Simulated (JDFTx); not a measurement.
Crystal: TiTe.

```
Ti Te
1.0
     0.00000    3.31060    3.31060
     3.31060    0.00000    3.31060
     3.31060    3.31060    0.00000
Ti Te
1 1
Direct
  0.00000 0.00000 0.00000
  0.25000 0.25000 0.25000
```

The cell comes from a database or a generator and needn't be the stable form of this composition.

| Item | Value |
| --- | --- |
| Program | JDFTx 1.7.0 (patched build) |
| Task | relaxation of cell and atoms |
| Functional | PBE |
| Potentials or basis | SG15-PBE-1.2 with smoothed tails |
| Cutoff | 1088 eV |
| Density cutoff | 8708 eV |
| k mesh | 4 × 4 × 4 |
| Occupations | fermi-dirac, width 0.05 eV |
| Spin | no spin polarisation |

At the start: pressure -6.2 GPa; volume 36.28 Å³/atom.

Q: Where does the relaxation end?

A: Over 7 steps the energy falls by 126.9 meV/atom and the volume is 30.62 Å³/atom (-15.6 %); space group F-43m (No. 216, to 0.05 Å).

Step by step:
```
step  energy change (eV)  largest force (eV/Å)  pressure (GPa)  volume (Å³)
   1              0.0000                0.0000           -6.15        72.57
   2             -0.0886                0.0000           -5.29        70.09
   3             -0.2399                0.0000            2.10        59.04
   4             -0.2536                0.0000           -0.20        61.48
   5             -0.2538                0.0000           -0.02        61.26
   6             -0.2538                0.0000            0.00        61.24
   7             -0.2538                0.0000            0.00        61.24
```

Final structure:
```yaml
crystal:
  lattice:
    - [0.00000, 3.12852, 3.12852]
    - [3.12852, 0.00000, 3.12852]
    - [3.12852, 3.12852, 0.00000]
  atoms:
    - { symbol: Ti, position: [0.00000, 0.00000, 0.00000] }
    - { symbol: Te, position: [0.25000, 0.25000, 0.25000] }
```

Caveat: the k mesh is coarse (spacing up to 0.41 Å⁻¹), so the values aren't converged; the volume moved by over 15 % at a fixed basis, so the end points are rough; the plane waves are those of the starting cell, so after so large a change of volume the result is rough.
